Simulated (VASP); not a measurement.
Here is a VASP 6.6.1 calculation.

The input INCAR:

```
SYSTEM = Bi
PREC = Accurate
ENCUT = 520
EDIFF = 1E-6
ISMEAR = 0
SIGMA = 0.1
LREAL = .False.
LASPH = .True.
NELM = 150
ALGO = Fast
ISIF = 2
LWAVE = .False.
LCHARG = .True.
MAGMOM = 0 0 0
LORBIT = 11
LSORBIT = .True.
GGA_COMPAT = .False.
LORBMOM = .True.
GGA = PS
LVHAR = .True.
NBANDS = 26
```

The input KPOINTS:

```
Automatic mesh
0
Gamma
  16 16 16
  0 0 0
```

Contents of POSCAR:

```
Bi
1.0
   -1.8839418032      1.8839418032      1.8839418032
    1.8839418032     -1.8839418032      1.8839418032
    1.8839418032      1.8839418032     -1.8839418032
Bi
1
Direct
    0.0000000000      0.0000000000      0.0000000000
```

Potentials or basis: VASP PAW PBE potentials, release 64 (Bi_d).

The run is started by

```sh
$ cat potpaw_PBE.64/Bi_d/POTCAR > POTCAR
$ mpirun -np 1 vasp_ncl > vasp.out
```

Question: Predict the net moment.

Answer: 0.00 μB per cell.

Question: Estimate the pressure.

Answer: 9.9 GPa.

Moments on the atoms (μB; x, y, z):
```
Bi  0.00 0.00 0.00
```

Caveat: the PAW data sets were made with another functional, which shifts forces and pressure a little.
